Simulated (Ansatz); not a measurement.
# Relativistic treatment of InP

```
In P
1.0
     0.00000    2.85500    2.85500
     2.85500    0.00000    2.85500
     2.85500    2.85500    0.00000
In P
1 1
Direct
  0.00000 0.00000 0.00000
  0.50000 0.50000 0.50000
```

Atoms are numbered in the order listed.

The geometry is COD entry 1538565, unchecked; take it as a test cell.

One fixed cell is solved with PBE by LAPW (all electrons) in Ansatz 0.2.0 under different relativistic treatments. Pressure is positive in compression.

Settings: a Γ-centred 11×11×11 k mesh, Fermi–Dirac smearing of 0.03 eV, basis error target 0.25 meV/atom, no spin polarisation.

```
                                             setting  P (GPa)
                                 scalar-relativistic    -5.36
                                    non-relativistic        ?
                            with spin–orbit coupling        ?
                   scalar-relativistic, point nuclei    -5.36
scalar-relativistic, inner shells corrected to Dirac    -5.36
```

**Question.** What belongs in the row "with spin–orbit coupling", column "P (GPa)"?

**Answer.** -5.42.

**Question.** What belongs in the row "non-relativistic", column "P (GPa)"?

**Answer.** -5.48.
